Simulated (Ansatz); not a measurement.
# TePb: band structure with PBEsol

**Experimental background.**

A printed reference work, monograph reports, for a bulk crystal of TePb at 4.2 K: band gap 0.19 eV (direct).

TePb:

```xyz
2
Lattice="0.0000 3.2310 3.2310 3.2310 0.0000 3.2310 3.2310 3.2310 0.0000" Properties=species:S:1:pos:R:3 pbc="T T T"
Pb    0.0000    0.0000    0.0000
Te    3.2310    3.2310    3.2310
```

```
Program             : Ansatz 0.2.0
Task                : band structure
Functional          : PBEsol
Potentials or basis : all-electron LAPW, relativistic spinors
Cutoff              : 179 eV (chosen from the basis error)
Basis error allowed : 0.001 eV/atom
k mesh              : 5 × 5 × 5
Occupations         : fermi-dirac, width 0.05 eV
Spin                : spin-orbit coupling, no magnetisation
```

- Pressure: -0.6 GPa
- Band gap along the path: 0.14 eV, direct

Levels at the corners of the path, in eV from the Fermi level:
```tsv
point	band 58	band 59	band 60	band 61	band 62	band 63
Γ	-1.14	-1.14	-1.14	2.44	2.44	4.57
X	-3.35	-2.63	-2.63	3.12	3.12	4.37
W	-3.96	-0.49	-0.49	1.35	1.35	4.99
K	-2.72	-2.03	-2.03	2.90	2.90	3.92
Γ	-1.14	-1.14	-1.14	2.44	2.44	4.57
L	-0.78	-0.17	-0.17	-0.03	-0.03	1.12
U	-2.72	-2.03	-2.03	2.90	2.90	3.92
W	-3.96	-0.49	-0.49	1.35	1.35	4.99
```

It took 93 s on 1 thread of Arm Neoverse V1, on a shared host, peak memory 0.41 GiB.

Against the measured gap of TePb, 0.19 eV (direct; 4.2 K; a printed reference work, monograph), the calculated 0.14 eV is off by -0.05 eV. The value is that of PBEsol, without temperature or zero-point motion. Semilocal functionals fall short of measured gaps as a rule.

Caveat: this odd mesh misses L, where the gap lies, so gap, dielectric constants and Born charges aren't listed.
